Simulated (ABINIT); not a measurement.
# HfC (Fm-3m) in ABINIT: reference runs

Reference runs on HfC: the cell as given and a disturbed copy.

Everything below comes from runs of ABINIT 10.8.3 (patched build). Logs are shortened: lines on timing, memory, paths and dates and some standing lists are left out, and cuts for length are marked. The log counts tension as positive stress, the text compression.

## Step 1: The crystal as given

The structure is cubic, space group Fm-3m (No. 225). The conventional cell has a = 4.650 Å, b = 4.650 Å, c = 4.650 Å, α = 90.00°, β = 90.00°, γ = 90.00°. Hf (site symmetry m-3m) is surrounded by 6 C at 2.33 Å. Around C (site symmetry m-3m) lie 6 Hf at 2.33 Å.

## Step 2: Single point, PBEsol

File run.abi:

```
pp_dirpath "./"
pseudos "Hf.upf, C.upf"

acell 3*1.0
rprim
     0.0000000000     4.3936132398     4.3936132398
     4.3936132398     0.0000000000     4.3936132398
     4.3936132398     4.3936132398     0.0000000000
ntypat 2
znucl 72 6
natom 2
typat 1 2
xcart
     2.3250000000     2.3250000000     2.3250000000
     0.0000000000     0.0000000000     0.0000000000 Angstrom

ecut 1115.666836 eV

kptopt 1
ngkpt 10 10 10
nshiftk 1
shiftk 0.0 0.0 0.0

ixc -116133

nband 12
occopt 3
tsmear 0.05 eV

nstep 100
tolvrs 1.0e-10

iomode 3
prtwf 0
prtden 0
prteig 0
prtebands 0
```

Potentials or basis: PseudoDojo NC SR PBEsol v0.4.1 standard.

Launch:

```sh
$ abinit run.abi > log 2>&1
```

run.abo:

```text
.Version 10.8.3 of ABINIT
 Symmetries : space group Fm -3 m (#225); Bravais cF (face-center cubic)
================================================================================
 Values of the parameters that define the memory need of the present run
     intxc =       0    ionmov =       0      iscf =       7    lmnmax =       8
     lnmax =       8     mgfft =      36  mpssoang =       4    mqgrid =    3001
     natom =       2  nloc_mem =       1    nspden =       1   nspinor =       1
    nsppol =       1      nsym =      48    n1xccc =    2501    ntypat =       2
    occopt =       3   xclevel =       2
       mpw =        2154          nfft =       46656          nkpt =          47
================================================================================
================================================================================

--------------------------------------------------------------------------------
------------- Echo of variables that govern the present computation ------------
--------------------------------------------------------------------------------
 -outvars: echo values of preprocessed input variables --------
            acell      1.0000000000E+00  1.0000000000E+00  1.0000000000E+00 Bohr
              amu      1.78490000E+02  1.20110000E+01
             ecut      4.10000000E+01 Hartree
              ixc     -116133
         kptrlatt       10    0    0      0   10    0      0    0   10
          kptrlen      6.21350743E+01
            natom           2
            nband          12
            ngfft          36      36      36
             nkpt          47
            nstep         100
             nsym          48
           ntypat           2
           occopt           3
           prtden           0
        prtebands           0
           prteig           0
            prtwf           0
            rprim      0.0000000000E+00  4.3936132398E+00  4.3936132398E+00
                       4.3936132398E+00  0.0000000000E+00  4.3936132398E+00
                       4.3936132398E+00  4.3936132398E+00  0.0000000000E+00
          spgroup         225
           tolvrs      1.00000000E-10
           tsmear      1.83746611E-03 Hartree
            typat      1  2
           xangst      2.3250000000E+00  2.3250000000E+00  2.3250000000E+00
                       1.5534487988E-09  1.5534490246E-09  1.5534487988E-09
            xcart      4.3936132427E+00  4.3936132427E+00  4.3936132427E+00
                       2.9355927803E-09  2.9355932071E-09  2.9355927803E-09
             xred      5.0000000033E-01  5.0000000033E-01  5.0000000033E-01
                       3.3407505928E-10  3.3407496214E-10  3.3407505928E-10
            znucl       72.00000    6.00000

================================================================================

 chkinp: Checking input parameters for consistency.

================================================================================
== DATASET  1 ==================================================================

--- !DatasetInfo
iteration_state: {dtset: 1, }
dimensions: {natom: 2, nkpt: 47, mband: 12, nsppol: 1, nspinor: 1, nspden: 1, mpw: 2154, }
cutoff_energies: {ecut:  41.0, pawecutdg:  -1.0, }
electrons: {nelect:   1.60000000E+01, charge:   0.00000000E+00, occopt:   3.00000000E+00, tsmear:   1.83746611E-03, }
meta: {optdriver: 0, ionmov: 0, optcell: 0, iscf: 7, paral_kgb: 0, }
...

 Real(R)+Recip(G) space primitive vectors, cartesian coordinates (Bohr,Bohr^-1):
 R(1)=  0.0000000  4.3936132  4.3936132  G(1)= -0.1138016  0.1138016  0.1138016
 R(2)=  4.3936132  0.0000000  4.3936132  G(2)=  0.1138016 -0.1138016  0.1138016
 R(3)=  4.3936132  4.3936132  0.0000000  G(3)=  0.1138016  0.1138016 -0.1138016
 Unit cell volume ucvol=  1.6962719E+02 bohr^3
 Angles (23,13,12)=  6.00000000E+01  6.00000000E+01  6.00000000E+01 degrees

 getcut: wavevector=  0.0000  0.0000  0.0000  ngfft=  36  36  36
         ecut(hartree)=     41.000   => boxcut(ratio)=   2.01006

--- Pseudopotential description ------------------------------------------------
- pspini: atom type   1  psp file is ./Hf.upf
12 -116133 3 -1 1656                          pspcod,pspxc,lmax,lloc,mmax
     nproj     2     2     2     2

- pspini: atom type   2  psp file is ./C.upf
12 -116133 1 -1 1248                          pspcod,pspxc,lmax,lloc,mmax
     nproj     2     2     0     0

   4.21438400E+02                                ecore*ucvol(ha*bohr**3)
--------------------------------------------------------------------------------

================================================================================

--- !BeginCycle
iteration_state: {dtset: 1, }
solver: {iscf: 7, nstep: 100, nline: 4, wfoptalg: 0, }
tolerances: {tolvrs: 1.00E-10, }
...

     iter   Etot(hartree)      deltaE(h)  residm     vres2
 ETOT  1  -62.288419942543    -6.229E+01 1.877E-01 7.701E+02
 ETOT  2  -62.271246228970     1.717E-02 3.789E-02 9.711E+02
 ETOT  3  -62.460147713511    -1.889E-01 4.807E-03 3.469E-01
 ETOT  4  -62.460309618929    -1.619E-04 2.025E-03 2.997E-02
 ETOT  5  -62.460311885455    -2.267E-06 5.971E-04 1.099E-02
 ETOT  6  -62.460314254177    -2.369E-06 2.164E-03 3.165E-04
 ETOT  7  -62.460314318919    -6.474E-08 2.894E-04 4.423E-06
 ETOT  8  -62.460314319742    -8.233E-10 7.612E-04 2.884E-07
 ETOT  9  -62.460314319805    -6.283E-11 1.129E-04 5.138E-09
 ETOT 10  -62.460314319806    -1.457E-12 2.860E-04 5.223E-12

 At SCF step   10       vres2   =  5.22E-12 < tolvrs=  1.00E-10 =>converged.

 Cartesian components of stress tensor (hartree/bohr^3)
  sigma(1 1)=  2.11335220E-04  sigma(3 2)=  0.00000000E+00
  sigma(2 2)=  2.11335220E-04  sigma(3 1)=  0.00000000E+00
  sigma(3 3)=  2.11335220E-04  sigma(2 1)=  0.00000000E+00

--- !ResultsGS
iteration_state: {dtset: 1, }
comment   : Summary of ground state results
lattice_vectors:
- [  0.0000000,   4.3936132,   4.3936132, ]
- [  4.3936132,   0.0000000,   4.3936132, ]
- [  4.3936132,   4.3936132,   0.0000000, ]
lattice_lengths: [   6.21351,    6.21351,    6.21351, ]
lattice_angles: [ 60.000,  60.000,  60.000, ] # degrees, (23, 13, 12)
lattice_volume:   1.6962719E+02
convergence: {deltae: -1.457E-12, res2:  5.223E-12, residm:  2.860E-04, diffor: null, }
etotal    :  -6.24603143E+01
entropy   :   0.00000000E+00
fermie    :   4.07132643E-01
cartesian_stress_tensor: # hartree/bohr^3
- [  2.11335220E-04,   0.00000000E+00,   0.00000000E+00, ]
- [  0.00000000E+00,   2.11335220E-04,   0.00000000E+00, ]
- [  0.00000000E+00,   0.00000000E+00,   2.11335220E-04, ]
pressure_GPa:  -6.2177E+00
xred      :
- [  5.0000E-01,   5.0000E-01,   5.0000E-01, Hf]
- [  3.3408E-10,   3.3407E-10,   3.3408E-10,  C]
cartesian_forces: # hartree/bohr
- [ -0.00000000E+00,  -0.00000000E+00,  -0.00000000E+00, ]
- [ -0.00000000E+00,  -0.00000000E+00,  -0.00000000E+00, ]
force_length_stats: {min:   0.00000000E+00, max:   0.00000000E+00, mean:   0.00000000E+00, }
...

 Integrated electronic density in atomic spheres:
 ------------------------------------------------
 Atom  Sphere_radius  Integrated_density
    1        2.00000          8.42729382
    2        2.00000          3.85957968
================================================================================

 ----iterations are completed or convergence reached----

 Mean square residual over all n,k,spin=   11.365E-07; max=  28.605E-05
 reduced coordinates (array xred) for    2 atoms
       0.500000000334      0.500000000334      0.500000000334
       0.000000000334      0.000000000334      0.000000000334
 rms dE/dt=  0.0000E+00; max dE/dt=  0.0000E+00; dE/dt below (all hartree)
    1       0.000000000000      0.000000000000      0.000000000000
    2       0.000000000000      0.000000000000      0.000000000000

 cartesian coordinates (angstrom) at end:
    1      2.32500000000000     2.32500000000000     2.32500000000000
    2      0.00000000155345     0.00000000155345     0.00000000155345

 cartesian forces (hartree/bohr) at end:
    1     -0.00000000000000    -0.00000000000000    -0.00000000000000
    2     -0.00000000000000    -0.00000000000000    -0.00000000000000
 frms,max,avg= 0.0000000E+00 0.0000000E+00   0.000E+00  0.000E+00  0.000E+00 h/b

 cartesian forces (eV/Angstrom) at end:
    1     -0.00000000000000    -0.00000000000000    -0.00000000000000
    2     -0.00000000000000    -0.00000000000000    -0.00000000000000
 frms,max,avg= 0.0000000E+00 0.0000000E+00   0.000E+00  0.000E+00  0.000E+00 e/A
 length scales=  1.000000000000  1.000000000000  1.000000000000 bohr
              =  0.529177210544  0.529177210544  0.529177210544 angstroms
 Fermi (or HOMO) energy (hartree) =   0.40713   Average Vxc (hartree)=  -0.47341
 Eigenvalues (hartree) for nkpt=  47  k points:
 kpt#   1, nband= 12, wtk=  0.00100, kpt=  0.0000  0.0000  0.0000 (reduced coord)
  -1.83704   -0.67742   -0.67742   -0.67742   -0.04593    0.44418    0.44418    0.44418
   0.45562    0.45562    0.45562    0.52966
      occupation numbers for kpt#   1
   2.00000    2.00000    2.00000    2.00000    2.00000    0.00000    0.00000    0.00000
   0.00000    0.00000    0.00000    0.00000
 prteigrs : prtvol=0 or 1, do not print more k-points.

--- !EnergyTerms
iteration_state     : {dtset: 1, }
comment             : Components of total free energy in Hartree
kinetic             :  1.84851327392741E+01
hartree             :  6.56338453120527E+00
xc                  : -1.63048781976939E+01
Ewald energy        : -4.76937911381635E+01
psp_core            :  2.48449791238048E+00
local_psp           : -2.84179571963279E+01
non_local_psp       :  2.42339904799785E+00
internal            : -6.24602123013275E+01
'-kT*entropy'       : -1.02018479026575E-04
total_energy        : -6.24603143198065E+01
total_energy_eV     : -1.69963173800163E+03
band_energy         : -5.87694454509704E+00
...

 Cartesian components of stress tensor (hartree/bohr^3)
  sigma(1 1)=  2.11335220E-04  sigma(3 2)=  0.00000000E+00
  sigma(2 2)=  2.11335220E-04  sigma(3 1)=  0.00000000E+00
  sigma(3 3)=  2.11335220E-04  sigma(2 1)=  0.00000000E+00

-Cartesian components of stress tensor (GPa)         [Pressure= -6.2177E+00 GPa]
- sigma(1 1)=  6.21769684E+00  sigma(3 2)=  0.00000000E+00
- sigma(2 2)=  6.21769684E+00  sigma(3 1)=  0.00000000E+00
- sigma(3 3)=  6.21769684E+00  sigma(2 1)=  0.00000000E+00

== END DATASET(S) ==============================================================
================================================================================

 -outvars: echo values of variables after computation  --------
            acell      1.0000000000E+00  1.0000000000E+00  1.0000000000E+00 Bohr
           etotal     -6.2460314320E+01
            fcart     -0.0000000000E+00 -0.0000000000E+00 -0.0000000000E+00
                      -0.0000000000E+00 -0.0000000000E+00 -0.0000000000E+00
            rprim      0.0000000000E+00  4.3936132398E+00  4.3936132398E+00
                       4.3936132398E+00  0.0000000000E+00  4.3936132398E+00
                       4.3936132398E+00  4.3936132398E+00  0.0000000000E+00
           strten      2.1133521997E-04  2.1133521997E-04  2.1133521997E-04
                       0.0000000000E+00  0.0000000000E+00  0.0000000000E+00
           xangst      2.3250000000E+00  2.3250000000E+00  2.3250000000E+00
                       1.5534487988E-09  1.5534490246E-09  1.5534487988E-09
             xred      5.0000000033E-01  5.0000000033E-01  5.0000000033E-01
                       3.3407505928E-10  3.3407496214E-10  3.3407505928E-10
 Calculation completed.
```

Run time: 34 s. Hardware: 1 thread of Arm Neoverse V2, shared host; peak memory 0.08 GiB.

Results:

- Free energy: -1699.6317 eV
- Pressure: -6.2 GPa
- Band gap on the k mesh: none (metal or under the smearing width)
- Valence electrons inside the program's atomic spheres: Hf 8.43; C 3.86

Levels at points of the mesh, in eV from the Fermi level:
| k point | band 6 | band 7 | band 8 | band 9 | band 10 | band 11 |
| --- | --- | --- | --- | --- | --- | --- |
| (0.00, 0.00, 0.00) | 1.01 | 1.01 | 1.01 | 1.32 | 1.32 | 1.32 |
| (0.50, 0.00, 0.00) | -6.22 | -3.04 | -3.04 | 5.26 | 5.26 | 5.72 |
| (0.50, 0.50, 0.00) | -2.63 | -1.85 | -0.11 | -0.11 | 5.27 | 6.70 |

Spin-orbit coupling is left out, which matters for the levels of Hf.

## Step 3: Single point, PBEsol (atoms moved at random, drawn with an rms of 0.05 Å)

File run.abi:

```
# Pseudopotentials
pp_dirpath "./"
pseudos "Hf.upf, C.upf"

# Structure
acell 6.2135074315 6.2135074315 6.2135074315
rprim
     0.0000000000     0.7071067812     0.7071067812
     0.7071067812     0.0000000000     0.7071067812
     0.7071067812     0.7071067812     0.0000000000
ntypat 2
znucl 72 6
natom 2
typat 1 2
xred
     0.4887240000     0.5083250000     0.4884190000
    -0.0098520000     0.0191000000    -0.0063350000
chkprim 0
chksymtnons 0
tolsym 1.0e-6

# Plane-wave basis
ecut 1115.666836 eV

# k points
kptopt 1
ngkpt 10 10 10
nshiftk 1
shiftk 0.0 0.0 0.0

# Exchange and correlation
ixc -116133

# Bands and occupations
nband 12
occopt 3
tsmear 0.00183747

# SCF cycle
nstep 100
tolvrs 1.0e-10

# Output
iomode 3
prtwf 0
prtden 0
prteig 0
prtebands 0
enunit 2
```

Potentials or basis: PseudoDojo NC SR PBEsol v0.4.1 standard.

Launch:

```sh
$ abinit run.abi > log 2>&1
```

run.abo:

```text
.Version 10.8.3 of ABINIT
 Symmetries : space group P1 (#  1); Bravais aP (primitive triclinic)
================================================================================
 Values of the parameters that define the memory need of the present run
     intxc =       0    ionmov =       0      iscf =       7    lmnmax =       8
     lnmax =       8     mgfft =      36  mpssoang =       4    mqgrid =    3001
     natom =       2  nloc_mem =       1    nspden =       1   nspinor =       1
    nsppol =       1      nsym =       1    n1xccc =    2501    ntypat =       2
    occopt =       3   xclevel =       2
       mpw =        2154          nfft =       46656          nkpt =         504
================================================================================
================================================================================

--------------------------------------------------------------------------------
------------- Echo of variables that govern the present computation ------------
[... 208 lines left out ...]
- sigma(1 1)=  5.82586652E+00  sigma(3 2)=  6.73636574E-02
- sigma(2 2)=  6.13394991E+00  sigma(3 1)=  1.60690721E-01
- sigma(3 3)=  5.98534473E+00  sigma(2 1)=  8.89775607E-02

== END DATASET(S) ==============================================================
================================================================================

 -outvars: echo values of variables after computation  --------
            acell      6.2135074315E+00  6.2135074315E+00  6.2135074315E+00 Bohr
           etotal     -6.2459981200E+01
            fcart      5.2812528236E-03  2.2186691976E-03  4.0430806787E-03
                      -5.2812528236E-03 -2.2186691976E-03 -4.0430806787E-03
            rprim      0.0000000000E+00  7.0710678120E-01  7.0710678120E-01
                       7.0710678120E-01  0.0000000000E+00  7.0710678120E-01
                       7.0710678120E-01  7.0710678120E-01  0.0000000000E+00
           strten      1.9801717833E-04  2.0848871987E-04  2.0343773255E-04
                       2.2896441772E-06  5.4617665796E-06  3.0242858167E-06
           xangst      2.3174297985E+00  2.2718574735E+00  2.3181389235E+00
                       2.9678624981E-02 -3.7634774975E-02  2.1501599986E-02
             xred      4.8872400000E-01  5.0832500000E-01  4.8841900000E-01
                      -9.8520000000E-03  1.9100000000E-02 -6.3350000000E-03
 Calculation completed.
```

It took 6.6 min on 1 thread of Arm Neoverse V2, shared host; peak memory 0.25 GiB.

Results:

```
Free energy                                           : -1699.6227 eV
Pressure                                              : -6.0 GPa
Largest force                                         : 0.361 eV/Å
Band gap on the k mesh                                : none (metal or under the smearing width)
Valence electrons inside the program's atomic spheres : Hf 8.44; C 3.86
```

Forces on the atoms (eV/Å):
```
Hf   0.272  0.114  0.208
C   -0.272 -0.114 -0.208
```

Spin-orbit coupling is left out, which matters for the levels of Hf.
